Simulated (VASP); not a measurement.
C: single point with BLYP

C:

```xyz
1
Lattice="0.0000 1.6020 1.6020 1.6020 0.0000 1.6020 1.6020 1.6020 0.0000" Properties=species:S:1:pos:R:3 pbc="T T T"
C     0.0000    0.0000    0.0000
```

This isn't the form of C at room conditions, which is graphite.

| Property | Result |
| --- | --- |
| Program | VASP 6.6.1 |
| Task | single point |
| Functional | BLYP |
| Potentials or basis | VASP PAW PBE potentials, release 64 (C) |
| Cutoff | 520 eV |
| k mesh | 28 × 28 × 28 |
| Occupations | fermi-dirac, width 0.1 eV |
| Spin | no spin polarisation |

```yaml
Pressure: 0.1 GPa
Band_gap_on_the_k_mesh: none (metal or under the smearing width)
```

Levels at points of the mesh, in eV from the Fermi level:
| k point | band 1 | band 2 | band 3 | band 4 | band 5 |
| --- | --- | --- | --- | --- | --- |
| (0.00, 0.00, 0.00) | -17.04 | 6.86 | 6.86 | 6.86 | 28.09 |
| (0.50, 0.00, 0.00) | -9.01 | -7.30 | 5.41 | 5.41 | 22.99 |
| (0.50, 0.50, 0.00) | -5.71 | -5.71 | 2.05 | 2.05 | 14.59 |

Wall time 16 s on 1 thread of Intel(R) Xeon(R) 6975P-C (Granite Rapids), with other jobs on the host, peak memory 0.13 GiB.

Caveat: the PAW data sets were made with another functional, which shifts forces and pressure a little.
